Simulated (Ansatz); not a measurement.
Input and command of a plane-wave DFT calculation in Ansatz:

```yaml
crystal:
  lattice:
    - [5.0976115212, 0.0, 0.0]
    - [0.0, -5.0976115212, 0.0]
    - [0.0, 0.0, -5.0976115212]
  atoms:
    - { symbol: Hf, position: [0.0083228011, 1.0083228011, 1.0] }
    - { symbol: Hf, position: [0.5, 0.5, 1.0] }
    - { symbol: Hf, position: [0.5, 1.0, 0.5] }
    - { symbol: Hf, position: [0.0, 0.5, 0.5] }
    - { symbol: O, position: [0.25, 0.25, 0.25] }
    - { symbol: O, position: [0.75, 0.75, 0.25] }
    - { symbol: O, position: [0.75, 0.25, 0.75] }
    - { symbol: O, position: [0.25, 0.75, 0.75] }
    - { symbol: O, position: [0.75, 0.75, 0.75] }
    - { symbol: O, position: [0.25, 0.25, 0.75] }
    - { symbol: O, position: [0.25, 0.75, 0.25] }
    - { symbol: O, position: [0.75, 0.25, 0.25] }
basis:
  ecutwfc: 420
kpoints:
  mp_grid: { grid: [6, 6, 6] }
hamiltonian:
  xc: pbe
scf:
  occupations: { method: gaussian, width: 0.05 }
output:
  forces: true
  stress: true
  eigenvalues: true
```

```bash
ansatz run input.yaml --threads 1 --pin off --max-ram 2560MiB --backend cpu --events-out ev --progress --plain --runs-dir out
```

Processor: Intel(R) Xeon(R) Platinum 8259CL CPU @ 2.50GHz (Skylake/Cascade Lake), 1 thread, on a host shared with other jobs.

How long does it run, and how much memory does it take?

About 53 s on 1 thread of Intel(R) Xeon(R) Platinum 8259CL CPU @ 2.50GHz (Skylake/Cascade Lake) (shared host), peak memory 0.72 GiB. It solves 92 bands at 52 k points (the mesh reduced by the symmetry that the task leaves, which can be less than the crystal's) with about 2553 plane waves, in 8 SCF iterations.
